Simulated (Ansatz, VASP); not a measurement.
Ti in VASP and in Ansatz

```
Ti
1.0
     0.00000    2.03000    2.03000
     2.03000    0.00000    2.03000
     2.03000    2.03000    0.00000
Ti
1
Direct
  0.00000 0.00000 0.00000
```

This isn't the form of Ti at room conditions, which is hcp.

Alike in both runs: task single point; functional LDA; k mesh 8 × 8 × 8; occupations gaussian, width 0.1 eV; no spin polarisation.

|  | VASP | Ansatz |
| --- | --- | --- |
| version | VASP 6.6.1 | Ansatz 0.2.0 |
| potentials or method | VASP PAW LDA potentials, release 64 (Ti_sv) | scalar-relativistic, plane waves, PAW |
| plane-wave cutoff (eV) | 520 | 420 |
| valence electrons in the cell | 12 | 12 |

|  | VASP | Ansatz | Ansatz less VASP |
| --- | --- | --- | --- |
| gap on the k mesh at the Fermi level (eV) | none | none | - |
| pressure (GPa) | -5.1 | -5.0 | +0.13 |

A gap of «none» marks a metal or a gap that the smearing closes.
